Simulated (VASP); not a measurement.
Here is a VASP 6.6.1 calculation.

Contents of INCAR:

```
SYSTEM = Na
PREC     = Accurate       ! precision mode
ENCUT    = 600            ! plane-wave cutoff, eV
EDIFF    = 1E-6           ! SCF threshold, eV
ISMEAR   = -1             ! smearing method
SIGMA    = 0.05           ! smearing width, eV
LREAL    = .False.        ! projectors in reciprocal space
LASPH    = .True.         ! aspherical terms in the spheres
NELM     = 60             ! most SCF steps
ALGO     = Fast           ! electronic algorithm
ISIF     = 2              ! what is computed and relaxed
LWAVE    = .False.        ! write WAVECAR
LCHARG   = .False.        ! write CHGCAR
LDIPOL   = .True.       
IDIPOL   = 3            
DIPOL    = 0.5 0.5 0.500
GGA      = PE             ! functional
NBANDS   = 36             ! bands
```

File KPOINTS:

```
Automatic mesh
0
Gamma
  5 5 1
  0 0 0
```

Contents of POSCAR:

```
Na
1.0
    4.2350000000      0.0000000000      0.0000000000
    0.0000000000      4.2350000000      0.0000000000
    0.0000000000      0.0000000000     25.5875000000
Na
6
Direct
    0.5000000000      0.5000000000      0.2931118710
    0.0000000000      0.0000000000      0.3758671226
    0.5000000000      0.5000000000      0.4586223742
    0.0000000000      0.0000000000      0.5413776258
    0.5000000000      0.5000000000      0.6241328774
    0.0000000000      0.0000000000      0.7068881290
```

Potentials or basis: VASP PAW PBE potentials, release 64 (Na_sv_GW).

Command:

```console
$ cat potpaw_PBE.64/Na_sv_GW/POTCAR > POTCAR
$ mpirun -np 1 vasp_std > vasp.out
```

Q: What does it give for the largest force?

A: 0.051 eV/Å.

Q: Estimate the band gap on the k mesh.

A: None (metal or under the smearing width).

Forces on the atoms (eV/Å):
```
Na   0.000  0.000 -0.046
Na   0.000  0.000  0.001
Na   0.000  0.000  0.051
Na   0.000  0.000 -0.051
Na   0.000  0.000 -0.001
Na   0.000  0.000  0.046
```
